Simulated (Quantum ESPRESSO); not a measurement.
# Si (P6_3/mmc) in Quantum ESPRESSO: single point with PBEsol

Aim: the single point of Si with PBEsol.

Program: Quantum ESPRESSO 7.5. These are calculated values, not measurements. Logs are shortened: lines on timing, memory, paths and dates and some standing lists are left out, and cuts for length are marked.

## Step 1: The structure

It takes space group P6_3/mmc (No. 194, hexagonal). The conventional cell has a = 3.831 Å, b = 3.831 Å, c = 6.333 Å, α = 90.00°, β = 90.00°, γ = 120.00°. Si (site symmetry 3m) has 4 Si at 2.35 to 2.37 Å as nearest neighbours.

This isn't the form of Si at room conditions, which is diamond.

## Step 2: Single point, PBEsol

Input file scf.in:

```
&CONTROL
  calculation = 'scf'
  prefix = 'pwscf'
  outdir = './tmp'
  pseudo_dir = './pseudo'
/
&SYSTEM
  ibrav = 0
  nat = 4
  ntyp = 1
  ecutwfc = 36
  nbnd = 14
  occupations = 'smearing'
  smearing = 'fd'
  degauss = 0.00367493
  force_symmorphic = .true.
/
&ELECTRONS
  conv_thr = 8d-10
  electron_maxstep = 120
  mixing_beta = 0.5
/
ATOMIC_SPECIES
Si    28.0850 Si.upf
CELL_PARAMETERS angstrom
   3.8313174605    0.0000000000    0.0000000000
  -1.9156587303    3.3180182508    0.0000000000
   0.0000000000    0.0000000000    6.3326220002
ATOMIC_POSITIONS crystal
Si     0.6666666667    0.3333333333    0.9369905000
Si     0.3333333333    0.6666666667    0.4369905000
Si     0.6666666667    0.3333333333    0.5630095000
Si     0.3333333333    0.6666666667    0.0630095000
K_POINTS automatic
12 12 8 0 0 0
```

Input file nscf.in:

```
&CONTROL
  calculation = 'nscf'
  prefix = 'pwscf'
  outdir = './tmp'
  pseudo_dir = './pseudo'
/
&SYSTEM
  ibrav = 0
  nat = 4
  ntyp = 1
  ecutwfc = 36
  nbnd = 38
  occupations = 'fixed'
  force_symmorphic = .true.
/
&ELECTRONS
  conv_thr = 1d-08
  diago_full_acc = .true.
  diago_thr_init = 1d-06
/
ATOMIC_SPECIES
Si    28.0850 Si.upf
CELL_PARAMETERS angstrom
   3.8313174605    0.0000000000    0.0000000000
  -1.9156587303    3.3180182508    0.0000000000
   0.0000000000    0.0000000000    6.3326220002
ATOMIC_POSITIONS crystal
Si     0.6666666667    0.3333333333    0.9369905000
Si     0.3333333333    0.6666666667    0.4369905000
Si     0.6666666667    0.3333333333    0.5630095000
Si     0.3333333333    0.6666666667    0.0630095000
K_POINTS automatic
12 12 8 0 0 0
```

Potentials or basis: PseudoDojo 0.4.1 SR PBEsol standard.

Started as:

```bash
$ OMP_NUM_THREADS=1 pw.x -in scf.in > scf.out
$ OMP_NUM_THREADS=1 pw.x -in nscf.in > nscf.out
```

scf.out:

```text
This program is part of the open-source Quantum ESPRESSO suite
     for quantum simulation of materials; please cite
         "P. Giannozzi et al., J. Phys.:Condens. Matter 21 395502 (2009);
         "P. Giannozzi et al., J. Phys.:Condens. Matter 29 465901 (2017);
         "P. Giannozzi et al., J. Chem. Phys. 152 154105 (2020);
     in publications or presentations arising from this work. More details at

     Message from routine setup:
     using ibrav=0 with symmetry is DISCOURAGED, use correct ibrav instead

     G-vector sticks info
     --------------------
     sticks:   dense  smooth     PW     G-vecs:    dense   smooth      PW
     Sum         511     511    163                15891    15891    2695

     Using Slab Decomposition

     bravais-lattice index     =            0
     lattice parameter (alat)  =       7.2401  a.u.
     unit-cell volume          =     543.2592 (a.u.)^3
     number of atoms/cell      =            4
     number of atomic types    =            1
     number of electrons       =        16.00
     number of Kohn-Sham states=           14
     kinetic-energy cutoff     =      36.0000  Ry
     charge density cutoff     =     144.0000  Ry
     scf convergence threshold =      8.0E-10
     mixing beta               =       0.5000
     number of iterations used =            8  plain     mixing
     Exchange-correlation= PBESOL
                           (   1   4  10   8   0   0   0)

     celldm(1)=   7.240141  celldm(2)=   0.000000  celldm(3)=   0.000000
     celldm(4)=   0.000000  celldm(5)=   0.000000  celldm(6)=   0.000000

     crystal axes: (cart. coord. in units of alat)
               a(1) = (   1.000000   0.000000   0.000000 )
               a(2) = (  -0.500000   0.866025   0.000000 )
               a(3) = (   0.000000   0.000000   1.652858 )

     reciprocal axes: (cart. coord. in units 2 pi/alat)
               b(1) = (  1.000000  0.577350 -0.000000 )
               b(2) = (  0.000000  1.154701  0.000000 )
               b(3) = (  0.000000 -0.000000  0.605013 )

     PseudoPot. # 1 for Si read from file:
     Si.upf
     Pseudo is Norm-conserving + core correction, Zval =  4.0
     Generated using ONCVPSP code by D. R. Hamann
     Using radial grid of 1510 points,  6 beta functions with:
                l(1) =   0
                l(2) =   0
                l(3) =   1
                l(4) =   1
                l(5) =   2
                l(6) =   2

     atomic species   valence    mass     pseudopotential
     Si                4.00    28.08500     Si( 1.00)

     12 Sym. Ops., with inversion, found

   Cartesian axes

     site n.     atom                  positions (alat units)
         1        Si     tau(   1) = (   0.5000000   0.2886751   1.5487118  )
         2        Si     tau(   2) = (  -0.0000000   0.5773503   0.7222830  )
         3        Si     tau(   3) = (   0.5000000   0.2886751   0.9305745  )
         4        Si     tau(   4) = (  -0.0000000   0.5773503   0.1041457  )

     number of k points=   131  Fermi-Dirac smearing, width (Ry)=  0.0037

     Number of k-points >= 100: set verbosity='high' to print them.

     Dense  grid:    15891 G-vectors     FFT dimensions: (  27,  27,  45)

     Initial potential from superposition of free atoms

     starting charge      15.9976, renormalised to      16.0000
     Starting wfcs are   16 randomized atomic wfcs

     Self-consistent Calculation

     iteration #  1     ecut=    36.00 Ry     beta= 0.50
     Davidson diagonalization with overlap
     ethr =  1.00E-02,  avg # of iterations =  4.4

     Threshold (ethr) on eigenvalues was too large:
     Diagonalizing with lowered threshold

     Davidson diagonalization with overlap
     ethr =  6.24E-04,  avg # of iterations =  2.3

     total energy              =     -33.85004548 Ry
     estimated scf accuracy    <       0.10845052 Ry

     iteration #  2     ecut=    36.00 Ry     beta= 0.50
     Davidson diagonalization with overlap
     ethr =  6.78E-04,  avg # of iterations =  1.0

     total energy              =     -33.84817932 Ry
     estimated scf accuracy    <       0.01753912 Ry

     iteration #  3     ecut=    36.00 Ry     beta= 0.50
     Davidson diagonalization with overlap
     ethr =  1.10E-04,  avg # of iterations =  4.0

     total energy              =     -33.84921389 Ry
     estimated scf accuracy    <       0.00029215 Ry

     iteration #  4     ecut=    36.00 Ry     beta= 0.50
     Davidson diagonalization with overlap
     c_bands:  1 eigenvalues not converged
     c_bands:  1 eigenvalues not converged
     c_bands:  1 eigenvalues not converged
     c_bands:  2 eigenvalues not converged
     c_bands:  1 eigenvalues not converged
     c_bands:  1 eigenvalues not converged
     ethr =  1.83E-06,  avg # of iterations =  8.1

     total energy              =     -33.84928308 Ry
     estimated scf accuracy    <       0.00000247 Ry

     iteration #  5     ecut=    36.00 Ry     beta= 0.50
     Davidson diagonalization with overlap
     ethr =  1.54E-08,  avg # of iterations =  3.0

     total energy              =     -33.84928439 Ry
     estimated scf accuracy    <       0.00000011 Ry

     iteration #  6     ecut=    36.00 Ry     beta= 0.50
     Davidson diagonalization with overlap
     ethr =  6.99E-10,  avg # of iterations =  2.6

     total energy              =     -33.84928441 Ry
     estimated scf accuracy    <       0.00000003 Ry

     iteration #  7     ecut=    36.00 Ry     beta= 0.50
     Davidson diagonalization with overlap
     ethr =  1.82E-10,  avg # of iterations =  1.9

     total energy              =     -33.84928442 Ry
     estimated scf accuracy    <          9.6E-10 Ry

     iteration #  8     ecut=    36.00 Ry     beta= 0.50
     Davidson diagonalization with overlap
     ethr =  6.00E-12,  avg # of iterations =  3.7

     End of self-consistent calculation

     Number of k-points >= 100: set verbosity='high' to print the bands.

     the Fermi energy is     6.5096 ev

!    total energy              =     -33.84928442 Ry
     estimated scf accuracy    <          9.2E-11 Ry
     smearing contrib. (-TS)   =      -0.00001395 Ry
     internal energy E=F+TS    =     -33.84927047 Ry

     The total energy is F=E-TS. E is the sum of the following terms:
     one-electron contribution =       9.72606220 Ry
     hartree contribution      =       2.20020854 Ry
     xc contribution           =     -12.28538751 Ry
     ewald contribution        =     -33.49015370 Ry

     convergence has been achieved in   8 iterations

=------------------------------------------------------------------------------=
   JOB DONE.
=------------------------------------------------------------------------------=
```

Run time: 2.5 min. Hardware: 1 thread of Arm Neoverse V1, shared host; peak memory 0.09 GiB.

Results:

| Quantity | Value |
| --- | --- |
| Band gap on the k mesh, mean-field level | 0.30 eV, indirect (least direct gap 0.94 eV) |

Levels at points of the mesh, in eV from the valence-band top:
```csv
k point,band 6,band 7,band 8,band 9,band 10,band 11
"(0.00, 0.00, 0.00)",-0.36,0.00,0.00,0.94,1.95,1.95
"(0.00, 0.00, -0.50)",-0.94,-0.94,-0.94,1.73,1.73,2.92
"(0.00, -0.50, 0.00)",-3.08,-3.04,-1.45,0.30,2.26,2.90
"(0.00, -0.50, -0.50)",-2.48,-2.44,-2.44,0.81,0.81,1.57
```

A k mesh can miss the band edges.
